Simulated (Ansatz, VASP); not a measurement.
## InSb2: VASP beside Ansatz

```
CELL_PARAMETERS angstrom
3.19878 -6.21361 0.00000
3.19878 6.21361 0.00000
0.00000 0.00000 5.17569
ATOMIC_POSITIONS crystal
In 0.93237 0.06763 0.25000
In 0.06763 0.93237 0.75000
Sb 0.91610 0.54877 0.25000
Sb 0.45123 0.08390 0.25000
Sb 0.08390 0.45123 0.75000
Sb 0.54877 0.91610 0.75000
```

Alike in both runs: functional PBE; k mesh 6 × 6 × 8; occupations gaussian, width 0.1 eV; no spin polarisation.

Ansatz relaxed the structure, and its values are those at the end. VASP's run is a single point on that final structure, the one shown.

|  | VASP | Ansatz |
| --- | --- | --- |
| version | VASP 6.6.1 | Ansatz 0.2.0 |
| potentials or method | VASP PAW PBE potentials, release 64 (In_d, Sb) | scalar-relativistic, plane waves, PAW |
| plane-wave cutoff (eV) | 520 | 420 |
| valence electrons in the cell | 46 | 86 |

```tsv
	VASP	Ansatz	Ansatz less VASP
gap on the k mesh at the Fermi level (eV)	none	none	-
pressure (GPa)	0.0	0.0	+0.01
rms of the force components (eV/Å)	0.006	0.001	-0.0051
```

A gap of «none» marks a metal or a gap that the smearing closes. With one functional, cell and mesh, what is left measures potentials, basis and numerics. The two sets of potentials don't hold the same shells in valence.

The runs have no spin-orbit coupling, so splittings on Sb are missing.
